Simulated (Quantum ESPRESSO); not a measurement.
Crystal: SnTe.

```xyz
2
Lattice="0.0000 3.6111 3.6111 3.6111 0.0000 3.6111 3.6111 3.6111 0.0000" Properties=species:S:1:pos:R:3 pbc="T T T"
Te    1.8056    1.8056    1.8056
Sn    0.0000    0.0000    0.0000
```

Measurements of this composition are mostly on another form, of space group No. 225.

Base run:

| Item | Value |
| --- | --- |
| Program | Quantum ESPRESSO 7.5 |
| Functional | LDA |
| Potentials or basis | GBRV 1.5 LDA |
| Cutoff | 925 eV |
| Density cutoff | 7401 eV |
| k mesh | 7 × 7 × 7 |
| Occupations | fermi-dirac, width 0.05 eV |
| Spin | no spin polarisation |

Its results: pressure -2.3 GPa.

Q: The run is repeated on the same cell with these changes: functional from LDA to PBEsol; potentials or basis from GBRV 1.5 LDA to GBRV 1.5 PBEsol. What comes out?

A: Pressure -1.5 GPa.
